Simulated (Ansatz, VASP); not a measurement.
**Two plane-wave programs on Pd**

```
Pd
1.0
     2.77264    0.00000    0.00000
    -1.38632    2.40117    0.00000
     0.00000    0.00000    4.62171
Pd
2
Cartesian
  0.0000 1.6008 1.1554
  1.3863 0.8004 3.4663
```

Alike in both runs: functional PBE; k mesh 9 × 9 × 4; occupations gaussian, width 0.1 eV; no spin polarisation.

Ansatz relaxed the structure, and its values are those at the end. VASP's run is a single point on that final structure, the one shown.

|  | VASP | Ansatz |
| --- | --- | --- |
| version | VASP 6.6.1 | Ansatz 0.2.0 |
| potentials or method | VASP PAW PBE potentials, release 64 (Pd) | scalar-relativistic, plane waves, PAW |
| plane-wave cutoff (eV) | 520 | 420 |
| valence electrons in the cell | 20 | 36 |

|  | VASP | Ansatz | Ansatz less VASP |
| --- | --- | --- | --- |
| gap on the k mesh at the Fermi level (eV) | none | none | - |
| pressure (GPa) | -0.1 | 0.2 | +0.28 |

A gap of «none» marks a metal or a gap that the smearing closes. With one functional, cell and mesh, what is left measures potentials, basis and numerics. The two sets of potentials don't hold the same shells in valence.
